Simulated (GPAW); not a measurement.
Runs of GPAW 26.7.0 on Cu. The typed cell holds 1 atom: a = 2.479 Å, b = 2.477 Å, c = 2.450 Å, α = 108.63°, β = 107.81°, γ = 112.70°. This isn't the form of Cu at room conditions, which is fcc.

```csv
level,gap on the mesh (eV),pressure (GPa),relaxed volume (Å³/atom)
PBEsol+D4,none,0.0,11.23
PBEsol+D3(BJ)+ATM,none,-0.1,(b)
PBEsol+D3,none,0.0,11.02
PBEsol,none,-0.1,(a)
PBEsol+D3(BJ),none,0.1,11.00
```

Alike in all rows: task relaxation of cell and atoms; potentials or basis PAW data sets generated in the run's folder for this functional, pw; no spin polarisation; cell relaxed from: cell sheared at random, sigma 0.01, atoms nudged by 0.01 Å; k mesh 8 × 8 × 8; cutoff (eV) 600; smearing fermi-dirac 0.05 eV; the mesh is coarse, so values aren't converged.

Q: Fill in the values left out.

A: (a) 11.52; (b) 11.15.

Caveats: all runs use coarse meshes; with this Cu data set, volumes or pressures lay over 1.5 % or 2 GPa off other programs in two to four cells of ten; later steps reuse the first step's grids; pairwise dispersion overbinds metals, which lowers pressure and volume (some runs).

A gap of «none» marks a metal or a gap under the smearing width.

Runs at the PBE level aren't shown here.
